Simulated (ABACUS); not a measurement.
Crystal: Pb.

```xyz
1
Lattice="0.0000 2.4750 2.4750 2.4750 0.0000 2.4750 2.4750 2.4750 0.0000" Properties=species:S:1:pos:R:3 pbc="T T T"
Pb    0.0000    0.0000    0.0000
```

Base run:

| Item | Value |
| --- | --- |
| Program | ABACUS 3.10.1 |
| Functional | PBE |
| Potentials or basis | PseudoDojo NC SR 0.4.1 PBE standard |
| Cutoff | 1361 eV |
| Density cutoff | 5442 eV |
| Basis | DZP LCAO (the cutoffs set its grid) |
| k mesh | 9 × 9 × 9 |
| Occupations | fermi-dirac, width 0.05 eV |
| Spin | no spin polarisation |

Its results: band gap on the k mesh none (metal or under the smearing width); pressure 4.0 GPa.

Task: The run is repeated on the same cell with these changes: basis from DZP LCAO (the cutoffs set its grid) to TZDP LCAO (the cutoffs set its grid); orbital files from Pb Pb_confined-atom_8au_2s2p2d.orb to Pb Pb_confined-atom_8au_3s3p3d1f.orb. What comes out?

Result: Band gap on the k mesh none (metal or under the smearing width); pressure 2.6 GPa.

Caveats: the atomic orbitals were generated for these runs and aren't a published set; the basis of atomic orbitals isn't converged, which shifts pressures, moduli and gaps.
